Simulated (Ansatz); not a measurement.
# Exact exchange and the vertical energy of the triplet above the singlet of C3H9N (propylamine)

C3H9N: 13 atoms, total charge 0, spin state singlet. As SMILES, `CCCN`. The coordinates come from a PBE0-D4/def2-TZVP relaxation. This is one conformer, not always the lowest.

The vertical energy of the triplet above the singlet y, in eV, basis def2-SVP; a is the functional's share of exact exchange. Programs: Ansatz 0.2.0.

| functional | program | a | y (eV) |
| --- | --- | --- | --- |
| r2SCAN | Ansatz | 0 | 6.35 |
| revPBE | Ansatz | 0 | 6.28 |
| B3LYP | Ansatz | 0.2 | ? |
| PBE0 | Ansatz | 0.25 | 6.49 |
| r2SCAN0 | Ansatz | 0.25 | 6.46 |
| BHLYP | Ansatz | 0.5 | 6.62 |

Fit y = c + s·a to the known rows and predict B3LYP.


1. Means of the 5 rows: a = 0.2000, y = 6.440.
2. Σ(Δa)² = 0.175, Σ(Δa·Δy) = 0.1075, so the slope is 0.1075/0.175 = 0.61429.
3. Intercept: 6.440 − (0.61429) × 0.2000 = 6.317. The largest residual of the fit is 0.037.
4. B3LYP: 6.317 + (0.61429) × 0.2 = 6.44 eV.

The run gave 6.44 eV, so the prediction is off by 0.00 eV: they agree to the digits shown. The rows mix families of semi-local functionals, which the line can't see.
